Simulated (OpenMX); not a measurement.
## InSe under changes of volume

One of the cells (29.237 Å³/atom); the others are scaled copies at fixed shape and fractional positions:

```
In Se
1.0
     2.00000    1.15470    8.44000
    -2.00000    1.15470    8.44000
     0.00000   -2.30940    8.44000
In Se
2 2
Direct
  0.88860 0.88860 0.88860
  0.00000 0.00000 0.00000
  0.17190 0.17190 0.17190
  0.38350 0.38350 0.38350
```

| Item | Value |
| --- | --- |
| Program | OpenMX 3.8.5 |
| Functional | LDA |
| Potentials or basis | OpenMX 2013 LDA set, In7.0-s3p2d2, Se7.0-s3p2d2, fixed grid of 45 × 45 × 45 points |
| k mesh | 9 × 9 × 9 |
| Occupations | fermi-dirac, width 0.05 eV |
| Spin | no spin polarisation |

| volume (Å³/atom) | energy over the lowest point (meV/atom) | gap on the mesh (eV) | largest force (eV/Å) |
| --- | --- | --- | --- |
| 27.483 | 18.34 | 0.72 | 0.917 |
| 28.068 | 7.58 | 0.65 | 0.726 |
| 28.652 | 1.63 | 0.59 | 0.646 |
| 29.237 | 0.00 | 0.54 | 0.532 |
| 29.822 | ? | ? | ? |
| 30.406 | 7.64 | 0.44 | 0.363 |
| 30.991 | 16.18 | 0.40 | 0.292 |

Q: What does the run at 29.822 Å³/atom give?

A: Energy over the lowest point 2.14 meV/atom; gap on the mesh 0.49 eV; largest force 0.437 eV/Å.

Worked out: A Birch-Murnaghan fit of order 3 (a polynomial in V^(-2/3)) to the other rows has its minimum at 29.19 Å³/atom with B0 = V·E''(V) = 52 GPa and B' = 4.9 at fixed shape and positions, which overstates the stiffness. It gives 2.13 meV/atom at 29.822 Å³/atom, against the run's 2.14. A parabola through the other rows of the gap, of slope -2.44 eV per unit of ln V there, gives 0.49 eV, against the run's 0.49.

Energies are extrapolated to zero smearing.

Caveats: the basis has few d functions beyond the semicore shells, which can make volumes several per cent too large; spin-orbit coupling is left out, which moves the levels of the heavy elements; an odd mesh through Γ misses points on the zone boundary, where band edges often lie; the basis of atomic orbitals isn't converged, which shifts pressures, moduli and gaps.
